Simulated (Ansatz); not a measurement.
**InPd: phonons with PBE**

Crystal: InPd.

```
In Pd
1.0
     3.27188    0.00000    0.00000
     0.00000    3.27188    0.00000
     0.00000    0.00000    3.27188
In Pd
1 1
Direct
  0.00000 0.00000 0.00000
  0.50000 0.50000 0.50000
```

The cell comes from a database or a generator and needn't be the stable form of this composition.

* Program: Ansatz 0.2.0
* Task: phonons
* Functional: PBE
* Potentials or basis: Ansatz PAW
* Cutoff: 420 eV (not typed: the program's choice for these potentials)
* k mesh: 6 × 6 × 6
* Occupations: fermi-dirac, width 0.05 eV
* Spin: no spin polarisation

The band gap on the k mesh is none (metal or under the smearing width). The highest phonon frequency at Γ is 144 cm⁻¹.

Levels at points of the mesh, in eV from the Fermi level:
```tsv
k point	band 14	band 15	band 16	band 17	band 18	band 19
(0.00, 0.00, 0.00)	-2.34	-2.34	4.20	4.20	4.20	9.38
(0.00, 0.00, -0.50)	-3.32	-2.42	-1.18	9.54	9.54	9.85
(0.00, -0.50, -0.50)	-2.35	-2.35	-1.77	1.41	2.43	9.45
(-0.50, 0.00, 0.00)	-3.32	-2.42	-1.18	9.54	9.54	9.85
(-0.50, 0.00, -0.50)	-2.35	-2.35	-1.77	1.41	2.43	9.45
(-0.50, -0.50, -0.50)	-1.73	-0.09	3.76	3.76	3.76	4.36
```

Phonon frequencies in cm⁻¹ (negative: imaginary):
```csv
q point,frequencies
"(0.000, 0.000, 0.000)",0 0 0 144 144 144
```

Wall time 5.5 s on 2 threads of Arm Neoverse V1, on a shared host, peak memory 0.41 GiB.
